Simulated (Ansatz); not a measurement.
# C: the cost of one run

Program: Ansatz 0.2.0. Level of theory: DFT PBE+D3(BJ), scalar-relativistic, plane waves, PAW. These are calculated values, not measurements.

The COD entry's cell or inner coordinates are ideal or old and differ from later refinements, so a difference from it is no clean test against experiment.

3 further runs of the same task are left out: 3 set aside as unsound or not needed.

## 1. Starting point

Symmetry: P6_3/mmc, No. 194, hexagonal system. The conventional cell has a = 2.465 Å, b = 2.465 Å, c = 6.738 Å, α = 90.00°, β = 90.00°, γ = 120.00°. C (site symmetry -6m2) is surrounded by 3 C at 1.42 Å.

As a file:

```
CELL_PARAMETERS angstrom
2.46498 0.00000 0.00000
-1.23249 2.13474 0.00000
0.00000 0.00000 6.73843
ATOMIC_POSITIONS crystal
C 0.00000 0.00000 0.00250
C 0.00000 0.00000 0.50250
C 0.33333 0.66667 0.00250
C 0.66667 0.33333 0.50250
```

It is the result of an earlier relaxation at this level (volume 8.86 Å³/atom; gap on the mesh: none (metal)).

## 2. The bulk in the cell of the plane

File input.yaml:

```yaml
crystal:
  lattice:
    - [2.464979667, 0.0, 0.0]
    - [-1.2324898335, 7.0684914315, 0.0]
    - [1.2324898335, 0.6447052548, 2.0350549633]
  atoms:
    - { symbol: C, position: [-0.0025000175, -0.0025000175, 0.0025000175] }
    - { symbol: C, position: [0.4974999825, 0.4974999825, 0.5025000175] }
    - { symbol: C, position: [0.3308333508, 0.9975000175, 0.3358333159] }
    - { symbol: C, position: [0.1641666841, 0.4975000175, 0.1691666492] }
basis:
  ecutwfc: 420
kpoints:
  mp_grid: { grid: [14, 5, 17] }
hamiltonian:
  xc: pbe
  dispersion: d3bj
scf:
  occupations: { method: gaussian, width: 0.1 }
output:
  forces: true
  stress: true
  eigenvalues: true
  write_density: true
  write_potential: true
  elf: true
  volumetric_format: npy
```

The run is started by

```bash
ansatz run input.yaml --threads 2 --pin off --max-ram 5120MiB --backend cpu --events-out ev --progress --plain --runs-dir out
```

**Question.** How long does this run take on 2 threads of Arm Neoverse V1, shared host, and how much memory does it need?

About 10 s, with a peak of 0.49 GiB.
